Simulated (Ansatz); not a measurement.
**Energy ranking of MgGe₂ structures**

The calculation used Ansatz 0.2.0, DFT PBE, scalar-relativistic, plane waves, PAW. All cells share a 420 eV cutoff and Γ-centred k meshes spaced at most about 0.3 Å⁻¹ (about 0.25 or finer for metals, 2π included). No spin polarisation.

Energies over the elements count from the elements' standard structures at the same level, with no fitted energy shifts.

These are static total energies at zero pressure. Only the structures computed here compete, so a lower one can exist.

Invented guesses and database cells were relaxed alike, and ends that match in structure were merged. ΔE counts from the first row. Coordination counts Ge atoms around Mg (those within 1.25 times the shortest such distance or 1.15 times the sum of covalent radii; the shortest distance is added where it is long for a bond). The ends were matched against large subsets of the Crystallography Open Database and the Materials Project, so a missing match doesn't prove that a structure is unreported.

```
#                                     reached from                type and space group  atoms  Å³/atom      coordination  ΔE (meV/atom)  gap on mesh (eV)                         in databases
1  a Materials Project cell (its symmetry changed)                     P-3m1 (No. 164)      3     21.2              Mg 6              0              0.00  Materials Project, symmetry changed
2        Mg between sheets of the Se type, stage 1                    P4/mmm (No. 123)      3     21.3              Mg 8             47              0.00                             no match
3                               Be2Ag type (Fd-3m)  cubic Laves (C15), Fd-3m (No. 227)      6     20.6  Mg 12 from 3.3 Å            119              0.00                             no match
4                           rutile type (P4_2/mnm)                  P4_2/mnm (No. 136)      6     24.7              Mg 6            427              0.00                             no match
```

The lowest: Space group P-3m1 (No. 164), trigonal, a = 3.884 Å, c = 4.874 Å. Mg has 6 Ge at 2.91 Å; Ge has 3 Ge at 2.53 Å and 3 Mg at 2.91 Å. Its energy over the elements is 0.00 eV/atom. The formation energy is too near zero to say whether this cell lies below the elements. Materials Project cells can be hypothetical, and an observed structure of this formula, if there is one, may be missing.

Space group P-3m1 (No. 164). a = 3.884 Å, b = 3.884 Å, c = 4.874 Å, α = 90.00°, β = 90.00°, γ = 120.00°
```json
{"atom": "Mg", "site": "1b", "symmetry": "-3m.", "x": "0.0000", "y": "0.0000", "z": "0.5000"}
{"atom": "Ge", "site": "2d", "symmetry": "3m.", "x": "0.3333", "y": "0.6667", "z": "0.1212"}
```

The second: Space group P4/mmm (No. 123), tetragonal, a = 3.852 Å, c = 4.304 Å. Mg is surrounded by 8 Ge at 2.89 Å; Ge is surrounded by 4 Ge at 2.72 Å and 4 Mg at 2.89 Å. Counting Ge atoms around Mg, the first has Mg 6 and the second has Mg 8. The first holds Ge–Ge nets (shortest 2.53 Å); in the second the shortest Ge–Ge distance is 2.72 Å, near bonding range too. Cells relaxed within their symmetry can be saddle points. Some types were kept out of the candidates beforehand, so the set may lack a known form.
